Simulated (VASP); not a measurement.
A run of VASP 6.6.1 is set up as follows.

Contents of POSCAR:

```
Cu
1.0
    2.5341000000      0.0000000000      0.0000000000
   -1.2670500000      2.1945900000      0.0000000000
    0.0000000000      0.0000000000      4.1125700000
Cu
2
Direct
    0.3362200000      0.6752000000      0.2534600000
    0.6630100000      0.3389500000      0.7416300000
```

The input INCAR.step1:

```
ALGO     = Normal         # electronic algorithm
EDIFF    = 1E-4           # SCF threshold, eV
ENCUT    = 520            # plane-wave cutoff, eV
GGA      = PE             # functional
ISMEAR   = 1              # smearing method
LASPH    = True           # aspherical terms in the spheres
LCHARG   = False          # write CHGCAR
LREAL    = False          # projectors in reciprocal space
LWAVE    = True           # write WAVECAR
NBANDS   = 18             # bands
NELM     = 100            # most SCF steps
PREC     = Accurate       # precision mode
SIGMA    = 0.02           # smearing width, eV
```

The input INCAR.step2:

```
ALGO     = Normal         # electronic algorithm
EDIFF    = 1E-7           # SCF threshold, eV
ENCUT    = 520            # plane-wave cutoff, eV
ISIF     = 2              # what is computed and relaxed
ISMEAR   = 1              # smearing method
ISTART   = 1            
LASPH    = True           # aspherical terms in the spheres
LCHARG   = True           # write CHGCAR
LELF     = True           # ELF
LMIXTAU  = True         
LREAL    = False          # projectors in reciprocal space
LVHAR    = True         
LWAVE    = False          # write WAVECAR
METAGGA  = R2SCAN         # meta-GGA
NBANDS   = 18             # bands
NELM     = 100            # most SCF steps
PREC     = Accurate       # precision mode
SIGMA    = 0.02           # smearing width, eV
```

File KPOINTS:

```
k-points
0
Gamma
  6 6 3
```

Potentials or basis: VASP PAW PBE potentials, release 64 (Cu).

Command:

```sh
$ cat potpaw_PBE.64/Cu/POTCAR > POTCAR
$ cp INCAR.step1 INCAR
$ mpirun -np 1 vasp_std > vasp.out
$ cp INCAR.step2 INCAR
$ mpirun -np 1 vasp_std > vasp.out
```

(1) Predict the band gap on the k mesh.

(2) Estimate the largest force.

(3) Estimate the pressure.

## Answers

(1) none (metal or under the smearing width).

(2) 0.391 eV/Å.

(3) 1.6 GPa.

Caveat: the k mesh is coarse (spacing up to 0.51 Å⁻¹), so the values aren't converged; the PAW data sets were made with another functional, which shifts forces and pressure a little.
